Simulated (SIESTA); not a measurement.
**As in SIESTA: the effect of functional**

The system is As.

```
As
1.0
     1.82500   -5.50000    0.00000
     1.82500    5.50000    0.00000
     0.00000    0.00000    4.47000
As
4
Direct
  0.39000 0.61000 0.56000
  0.89000 0.11000 0.94000
  0.61000 0.39000 0.44000
  0.11000 0.89000 0.06000
```

This isn't the form of As at room conditions, which is rhombohedral.

Alike in all runs:

```yaml
Program: SIESTA 5.4.2
Task: band structure
Basis: DZP (energy shift 0.003 Ry; two zetas on semicore shells)
Grid_cutoff: 500 Ry
Energy_shift: 0.003 Ry
k_mesh: 8 × 8 × 6
Occupations: fermi-dirac, width 0.05 eV
Spin: no spin polarisation
```

Question: One run gave: pressure 10.3 GPa; largest force 0.59 eV/Å. Which functional did it use?
A. BLYP
B. vdW-DF-cx
C. AM05

Answer: A.

```csv
functional,potentials or basis,pressure (GPa),largest force (eV/Å)
AM05,PseudoDojo 0.4 standard (PBEsol files),2.3,0.40
BLYP,PseudoDojo 0.4 standard (PBE files),10.3,0.59
vdW-DF-cx,PseudoDojo 0.4 standard (PBE files),3.7,0.61
```

Caveats: the potentials were made for another functional, which shifts forces and pressure; the basis of atomic orbitals isn't converged, which shifts pressures, moduli and gaps.
